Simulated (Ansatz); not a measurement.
# A vibration from a frozen displacement in AlN

All numbers below come from Ansatz, DFT PBEsol, scalar-relativistic, plane waves, PAW. Cutoff 420 eV, Γ-centred 10×10×10 k-points, Gaussian smearing of 0.05 eV. No spin polarisation. Energies are free energies at this smearing, counted from the undisturbed cell; pressure is positive in compression.

The undisturbed cell (as given, not relaxed at this level; it stands at 1.3 GPa; this zinc-blende form isn't the usual structure):

```
CELL_PARAMETERS angstrom
0.00000 2.18399 2.18399
2.18399 0.00000 2.18399
2.18399 2.18399 0.00000
ATOMIC_POSITIONS crystal
Al 0.00000 0.00000 0.00000
N 0.75000 0.75000 0.75000
```

Every Al atom is moved by x along the Cartesian unit vector (0.000, -0.707, -0.707); the cell and all other atoms stay fixed. The cell's volume is 20.83 Å³; the moved atoms weigh 26.982 u together and the others 14.007 u. Some rows repeat others by symmetry and weren't run.

| x (Å) | ΔE (meV/cell) | total force on the moved atoms along the move (eV/Å) | pressure (GPa) |
| --- | --- | --- | --- |
| -0.3000 | 704.33 | 5.0246 | 13.0045 |
| -0.2625 | 530.36 | 4.2633 | 10.1760 |
| -0.2250 | 383.93 | 3.5539 | 7.7712 |
| -0.1875 | 263.24 | 2.8901 | 5.7711 |
| -0.1500 | 166.69 | 2.2649 | 4.1591 |
| -0.1125 | 92.98 | 1.6709 | 2.9209 |
| -0.0750 | 41.08 | 1.1007 | 2.0450 |
| -0.0375 | 10.23 | 0.5463 | 1.5228 |
| 0.0000 | 0.00 | 0.0000 | 1.3494 |
| 0.0375 | 10.23 | -0.5463 | 1.5228 |
| 0.0750 | 41.08 | -1.1007 | 2.0450 |
| 0.1125 | 92.98 | -1.6709 | 2.9209 |
| 0.1500 | 166.69 | -2.2649 | 4.1591 |
| 0.1875 | 263.24 | -2.8901 | 5.7711 |
| 0.2250 | 383.93 | -3.5539 | 7.7712 |
| 0.2625 | 530.36 | -4.2633 | 10.1760 |
| 0.3000 | 704.33 | -5.0246 | 13.0045 |

**Question.** What frequency belongs to this motion?

**Answer.** The force constant is k = −dF/dx = 14.568 eV/Å², from the parabola through x = -0.0375, 0 and 0.0375. In every cell the moved atoms swing against the rest, so the mass is μ = m₁m₂/(m₁ + m₂) = 9.220 u, and ν̃ = 521.5 cm⁻¹ × √(|k|/μ) = 655 cm⁻¹, at this cell's pressure of 1.3 GPa. To first order in x, and within 1 %, the force on every atom lies along the move and, within each of the two groups, in proportion to the atom's mass, so this is itself a mode at the zone centre of this cell, taken without macroscopic field (the transverse frequency in a polar insulator).

**Question.** How far does the harmonic law reach?

**Answer.** At x = -0.300 Å, kx²/2 = 655.57 meV against the computed 704.33 meV (+7.4 %): the well is still close to harmonic there.

**Question.** The pressure changes with x². What does that say about the frequency under compression?

**Answer.** With E = k(V)x²/2, k ∝ V^(−2γ) and x scaling with the cell as V^(1/3), P − P0 = −∂E/∂V = (2γ − 2/3) ΔE/V. At x = 0.0750 Å, V(P − P0) = 20.83 × 0.69560 / 160.2 eV = 90.46 meV and ΔE = 41.08 meV, so γ = 1/3 + V(P − P0)/(2ΔE) = 1.43. This is the Grüneisen parameter of the motion under uniform scaling of the cell: shrinking the cell evenly by 1 % in volume raises the frequency by about 1.43 %.

Cost: 9 runs of about 0.85 core-minutes in all, on Intel Xeon Processor @ 2.70GHz (shared hosts).

The frequency of 655 cm⁻¹ reflects stiff, short Al–N bonds, partly covalent and strongly polar, together with a reduced mass governed mainly by the light nitrogen. The displacement shortens one of the four bonds around each Al and lengthens another, while the remaining two are at first only bent. Short-range repulsion on the compressed side grows faster than the restoring force weakens on the stretched side, which probably explains why the well hardens at large amplitude.

The exact evenness of the energy is a matter of symmetry and not a sign of weak anharmonicity. In zinc blende the cubic term goes as the product of the three Cartesian displacements, so it vanishes along this direction but is allowed along a bond, where the two senses of motion differ.

The positive Grüneisen parameter fits bonds that stiffen as they shorten, and means that exciting this mode favours expansion. The sign of the crystal's overall thermal expansion doesn't follow, since transverse acoustic modes in tetrahedral lattices can pull the other way.
